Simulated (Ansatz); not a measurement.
**All-electron card of C**

```xyz
2
Lattice="0.0000 1.7858 1.7858 1.7858 0.0000 1.7858 1.7858 1.7858 0.0000" Properties=species:S:1:pos:R:3 pbc="T T T"
C     0.0000    0.0000    0.0000
C     0.8929    0.8929    0.8929
```

Atoms are numbered in the order listed.

The structure comes from a relaxation in the same program, started in the diamond type, and has space group Fd-3m. Whether it is a known phase or the ground state wasn't checked.

The calculation used Ansatz 0.2.0, DFT, PBE, all-electron LAPW, scalar-relativistic.

Sampling and basis: a Γ-centred 13×13×13 k mesh, Fermi–Dirac smearing of 0.05 eV, basis error target 0.5 meV/atom, no spin polarisation.

```json
{
 "Band gap": "4.13 eV, indirect from Γ to the line Γ–X (0.5, 0, 0.5)",
 "Smallest direct gap on the path": "5.59 eV",
 "Volume per atom": "5.69 Å³",
 "Pressure at this cell": "-0.02 GPa"
}
```
